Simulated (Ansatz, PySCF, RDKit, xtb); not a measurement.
# C3H10N+: a search for the lowest isomer

Task: start from the formula C3H10N+ (charge +1), draw up candidate structures, narrow them down in stages, and characterise the one that lies lowest at 298.15 K.

The funnel: GFN2-xTB relaxations, single points with a density functional, relaxations at BLYP-D3(BJ)/def2-SVP, harmonic vibrations, and a last energy at a higher level. All values are calculated.

4 further runs of the same task are left out: 4 set aside as unsound or not needed.

**1. Candidates**

A program enumerates the bonding patterns with one Lewis structure each (two rings at most, one unusual centre or charged pair), with their diastereomers. O–O, O–halogen and N–halogen bonds and N–N–N chains are not drawn. That gives 4 candidates.

```csv
label,SMILES,spin
c116,C[NH+](C)C,singlet
c254,CCC[NH3+],singlet
c627,CC[NH2+]C,singlet
c690,CC(C)[NH3+],singlet
```

Candidates are built by distance geometry, with a force field where one applies, in up to four conformers (letters a to d).

Q: Predict the outcome of this search (final energies at CCSD(T)/def2-SVP + MP2/def2-TZVPP - MP2/def2-SVP).

| quantity | value |
| --- | --- |
| lowest structure found | CC(C)[NH3+], singlet, Cs |
| next finalist | CCC[NH3+], singlet, 4.2 kcal/mol higher in G |
| share at equilibrium, among the finalists | 99.8 % |
| harmonic wavenumbers, lowest and highest (BLYP-D3(BJ)/def2-SVP) | 215 and 3375 cm⁻¹ |
| rotational constants, same geometry | 0.2512, 0.2508, 0.1451 cm⁻¹ |
| HOMO energy (PBE0/def2-TZVPD) | -14.82 eV |
| LUMO energy (PBE0/def2-TZVPD) | -5.00 eV |
| HOMO–LUMO gap (PBE0/def2-TZVPD) | 9.82 eV |
| lowest excitation (TD-B3LYP/def2-SVPD) | 8.50 eV (f = 0.003) |
| strongest of the states computed, same level | 10.15 eV (f = 0.097) |
| lowest triplet excitation, same level, Tamm-Dancoff | 8.39 eV |
| vertical ionisation energy | 17.10 eV |
| vertical recombination energy (electron added) | 3.61 eV |
| vertical triplet less singlet | +8.83 eV |

The search ends on `CC(C)[NH3+]`. The margin of 4.2 kcal/mol over the next finalist is beyond the usual error of the last level; it says nothing of structures that weren't ranked. HF/STO-3G, r2SCAN-D4/def2-SVP, BLYP-D3(BJ)/def2-SVP, HF/def2-SVP and MP2/def2-SVP already put its bonding pattern lowest among the structures in one piece; GFN2-xTB favours the singlet C[NH+](C)C (c116a, not a finalist). Lowest found is not proven lowest: the search is finite, and each finalist counts with one conformer. Patterns outside the rules of the enumeration were met only by chance.
